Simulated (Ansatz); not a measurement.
**TaN under changes of volume**

One of the cells (10.813 Å³/atom); the others are scaled copies at fixed shape and fractional positions:

```
CELL_PARAMETERS angstrom
0.00000 2.21132 2.21132
2.21132 0.00000 2.21132
2.21132 2.21132 0.00000
ATOMIC_POSITIONS crystal
Ta 0.50000 0.50000 0.50000
N 0.00000 0.00000 0.00000
```

The cell comes from a database or a generator and needn't be the stable form of this composition.

```yaml
Program: Ansatz 0.2.0
Functional: PBE
Potentials_or_basis: Ansatz NC
Cutoff: "1240 eV (not typed: the program's choice for these potentials)"
k_mesh: 10 × 10 × 10
Occupations: fermi-dirac, width 0.05 eV
Spin: no spin polarisation
```

| volume (Å³/atom) | energy over the lowest point (meV/atom) | pressure (GPa) |
| --- | --- | --- |
| 10.164 | ? | ? |
| 10.381 | 15.76 | 13.3 |
| 10.597 | 3.02 | 5.7 |
| 10.813 | 0.00 | -1.1 |
| 11.030 | 5.69 | -7.2 |
| 11.246 | 19.20 | -12.7 |
| 11.462 | 39.72 | -17.6 |

What does the run at 10.164 Å³/atom give?

Energy over the lowest point 39.32 meV/atom; pressure 21.8 GPa.

Worked out: A Birch-Murnaghan fit of order 3 (a polynomial in V^(-2/3)) to the other rows has its minimum at 10.78 Å³/atom with B0 = V·E''(V) = 327 GPa and B' = 4.4. It gives 39.43 meV/atom at 10.164 Å³/atom, against the run's 39.32, and -dE/dV = 21.8 GPa, against 21.8.

Energies are extrapolated to zero smearing.
